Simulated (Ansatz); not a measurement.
# GaN: a hydrostatic pressure series

An exercise on one series of results from a longer session: the logs are not shown, and one member is left open.

Computed with Ansatz 0.2.0 (DFT r2SCAN, scalar-relativistic, plane waves, PAW, unless a step's input says otherwise).

2 further runs of the same task are left out: 2 set aside as unsound or not needed.

## The system as given

The structure is hexagonal, space group P6_3mc (No. 186). The conventional cell has a = 3.183 Å, b = 3.183 Å, c = 5.184 Å, α = 90.00°, β = 90.00°, γ = 120.00°. Ga (site symmetry 3m) is surrounded by 4 N at 1.95 Å. N (site symmetry 3m) has 4 Ga at 1.95 Å as nearest neighbours.

Coordinates:

```
Ga N
1.0
     3.18310    0.00000    0.00000
    -1.59155    2.75664    0.00000
     0.00000    0.00000    5.18358
Ga N
2 2
Direct
  0.66667 0.33333 0.49911
  0.33333 0.66667 0.99911
  0.66667 0.33333 0.87589
  0.33333 0.66667 0.37589
```

It goes back to an entry of the Materials Project.

This cell was relaxed beforehand with the same method: volume 11.37 Å³/atom, gap on the mesh 2.35 eV.

Set-up of the first run:

input.yaml

```yaml
crystal:
  lattice:
    - [3.2133046101, 0.0, 0.0]
    - [-1.6066523051, 2.7828034225, 0.0]
    - [0.0, 0.0, 5.2327753163]
  atoms:
    - { symbol: Ga, position: [0.6666666667, 0.3333333333, 0.4991072756] }
    - { symbol: Ga, position: [0.3333333333, 0.6666666667, 0.9991072756] }
    - { symbol: "N", position: [0.6666666667, 0.3333333333, 0.8758927244] }
    - { symbol: "N", position: [0.3333333333, 0.6666666667, 0.3758927244] }
basis:
  ecutwfc: 500
kpoints:
  mp_grid: { grid: [12, 12, 6] }
hamiltonian:
  xc: r2scan
scf:
  occupations: { method: gaussian, width: 0.02 }
output:
  forces: true
  stress: true
  eigenvalues: true
relax:
  adjacent_minimum: "off"
  f_tol: 0.008
  max_steps: 50
  cell: { stress_tol: 0.08, p_target: -3.0 }
```

Launch:

```sh
> ansatz run input.yaml --threads 1 --pin off --max-ram 2560MiB --backend cpu --events-out ev --progress --plain --runs-dir out
```

Steps of the session up to this table: Target pressure -3 GPa; The gap over the whole zone at -3 GPa; Relaxing at 3 GPa; Band edges over the zone at 3 GPa; Relaxing at 8 GPa; The gap over the whole zone at 8 GPa; Target pressure 15 GPa; The gap over the whole zone at 15 GPa; Relaxing at 30 GPa; Seeking the band edges at 30 GPa; Relaxing at 60 GPa; The gap over the whole zone at 60 GPa.

One table of the session follows, with a row left open; its other results are not shown here.

| P (GPa) | V (Å³/atom) | a (Å) | b (Å) | c (Å) | ΔH (eV/atom) |
| --- | --- | --- | --- | --- | --- |
| -3 | 11.55 | 3.200 | 3.200 | 5.211 | -0.215 |
| 0 | 11.37 | 3.183 | 3.183 | 5.184 | 0.000 |
| 3 | 11.20 | 3.167 | 3.167 | 5.158 | 0.211 |
| 8 | ? | ? | ? | ? | ? |
| 15 | 10.64 | 3.114 | 3.114 | 5.071 | 1.029 |
| 30 | 10.10 | 3.060 | 3.060 | 4.985 | 1.999 |
| 60 | 9.31 | 2.977 | 2.977 | 4.856 | 3.812 |

Q: Estimate the row for P (GPa) = 8 from the others.

Worked estimate for «V (Å³/atom)». A straight line through the neighbours (3, 11.20) and (15, 10.64) gives 11.20 + (10.64 − 11.20) × (8 − 3) / (15 − 3) = 10.97; a parabola fitted to 4 rows on both sides gives 10.95.

The run gave: V (Å³/atom): 10.95; a (Å): 3.143; b (Å): 3.143; c (Å): 5.119; ΔH (eV/atom): 0.557. In «V (Å³/atom)» the line misses by +0.02 and the parabola by 0.00.

ΔH is E + PV over the energy at zero pressure; a, b and c are the vectors of the computed cell. Gaps are Kohn-Sham gaps over the whole zone (d direct, i indirect).

Caveats from the session: Other structures may take over in this range; these runs cannot find them.
